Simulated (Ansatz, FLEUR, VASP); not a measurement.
## One calculation of C, 3 ways

```
C
1.0
     2.52210    0.00000    0.00000
    -1.26105    2.18420    0.00000
     0.00000    0.00000    8.23710
C
8
Direct
  0.66667 0.33333 0.84375
  0.33333 0.66667 0.34375
  0.66667 0.33333 0.65625
  0.33333 0.66667 0.15625
  0.00000 0.00000 0.90625
  0.00000 0.00000 0.40625
  0.00000 0.00000 0.59375
  0.00000 0.00000 0.09375
```

Alike in all runs: task band structure; functional revPBE; k mesh 12 × 12 × 4; occupations fermi-dirac, width 0.05 eV; no spin polarisation; no spin-orbit coupling. Pressure is positive in compression and, in plane waves, holds the error of the finite cutoff, which Ansatz's Pulay term estimates and takes out. Gaps are the smaller of the mesh's and the band path's.

| program and potentials | plane-wave cutoff (eV) | notes | band gap (eV) | pressure (GPa) | largest force (eV/Å) |
| --- | --- | --- | --- | --- | --- |
| Ansatz, Ansatz PAW | 420 | potentials made for PBE, which Ansatz adapts in part; Pulay term of +0.92 GPa included | 4.42 | 6.89 | 0.328 |
| VASP, PBE PAW files C, 520 eV | 520 | potentials made for PBE | 4.41 | 7.45 | 0.327 |
| FLEUR, all-electron, FLAPW | - | - | 4.41 | - | - |

Force on atom 5 (C), eV/Å:

```
       program and potentials      x      y      z
           Ansatz, Ansatz PAW  0.000  0.000  0.328
VASP, PBE PAW files C, 520 eV  0.000  0.000  0.327
```

The band gap spans 4.41 (VASP, PBE PAW files C, 520 eV) to 4.42 eV (Ansatz, Ansatz PAW), with all-electron results at 4.41. The pressure spans 6.89 (Ansatz, Ansatz PAW) to 7.45 GPa (VASP, PBE PAW files C, 520 eV). Some sets were made for another functional than the one run, which can shift their rows. The paths' points differ, which is worth about 0.01 eV.

The functional is the same throughout but for its coding, so the spread measures potentials, basis and numerics; runs on potential files found faulty are left out.
